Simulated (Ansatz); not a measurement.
Runs of Ansatz 0.2.0 on Sb. Symmetry: Pm-3m, No. 221, cubic system. The conventional cell has a = 3.160 Å, b = 3.160 Å, c = 3.160 Å, α = 90.00°, β = 90.00°, γ = 90.00°. Sb (site symmetry m-3m) is surrounded by 6 Sb at 3.16 Å. This isn't the form of Sb at room conditions, which is rhombohedral.

```tsv
share of exact exchange	gap on the mesh (eV)	pressure (GPa)
0.25	none	-5.4
0.3	none	-5.9
0.05	none	(b)
0.15	none	(a)
0.1	none	-4.0
0.2	none	-5.0
```

Alike in all rows: task single point; level HSE06 form with a typed share of exact exchange; potentials or basis Ansatz PAW; no spin polarisation; cell as given; k mesh 4 × 4 × 4; cutoff (eV) 420; smearing fermi-dirac 0.05 eV; the mesh is coarse, so values aren't converged.

Question: Fill in the values left out.

Answer: (a) -4.5; (b) -3.5.

Caveats: all runs use coarse meshes; the PAW data sets come from PBE, with cores solved anew for the run's functional, which leaves a small shift of forces and pressure; the thresholds are loose for stress.

A k mesh can miss the band edges, and the runs leave out spin-orbit coupling on Sb.

A gap of «none» marks a metal or a gap under the smearing width.
